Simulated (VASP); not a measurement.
Runs of VASP 6.6.1 on Tl. It takes space group Pm-3m (No. 221, cubic). The conventional cell has a = 3.117 Å, b = 3.117 Å, c = 3.117 Å, α = 90.00°, β = 90.00°, γ = 90.00°. Tl (site symmetry m-3m) has 6 Tl at 3.12 Å as nearest neighbours. The cell was built by a generator and needn't be a form met in nature.

```csv
task,cell,k mesh,cutoff (eV),gap on the mesh (eV),pressure (GPa)
relaxation of cell and atoms,relaxed,10 × 10 × 10,600,none,0.0
single point,"Pm-3m, 36.27 Å³/atom",16 × 16 × 16,520,none,0.0
single point,"Pm-3m, 33.36 Å³/atom",11 × 11 × 11,520,none,(a)
single point,"Pm-3m, 36.27 Å³/atom",10 × 10 × 10,520,none,-0.1
```

Alike in all rows: level revPBE; potentials or basis VASP PAW PBE potentials, release 64 (Tl_d); no spin polarisation; smearing fermi-dirac 0.1 eV.

Q: Estimate the missing entries.

A: (a) 1.9.

Caveats: the PAW data sets were made with another functional, which shifts forces and pressure a little; the volume moved by over 15 % at a fixed basis, so the end points are rough (some runs).

A k mesh can miss the band edges, and the runs leave out spin-orbit coupling on Tl.

A gap of «none» marks a metal or a gap under the smearing width.
